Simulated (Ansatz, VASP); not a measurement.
**One calculation of As, two programs**

```
As
1.0
     2.80069    0.00000    0.00000
     0.00000    2.80069    0.00000
     0.00000    0.00000    2.80069
As
1
Cartesian
  1.4003 1.4003 1.4003
```

Alike in both runs: task single point; functional PBE; k mesh 16 × 16 × 16; occupations gaussian, width 0.1 eV; no spin polarisation.

|  | VASP | Ansatz |
| --- | --- | --- |
| version | VASP 6.6.1 | Ansatz 0.2.0 |
| potentials or method | VASP PAW PBE potentials, release 64 (As) | scalar-relativistic, plane waves, PAW |
| plane-wave cutoff (eV) | 520 | 420 |
| valence electrons in the cell | 5 | 15 |

Ansatz gave:

| Quantity | Value |
| --- | --- |
| gap on the k mesh at the Fermi level (eV) | none |
| pressure (GPa) | -5.2 |

Estimate VASP's values.

gap on the k mesh at the Fermi level (eV): none; pressure (GPa): -5.1.

A gap of «none» marks a metal or a gap that the smearing closes. The functional is the same, so the differences come from potentials, cutoffs and numerics. The two sets of potentials don't hold the same shells in valence.
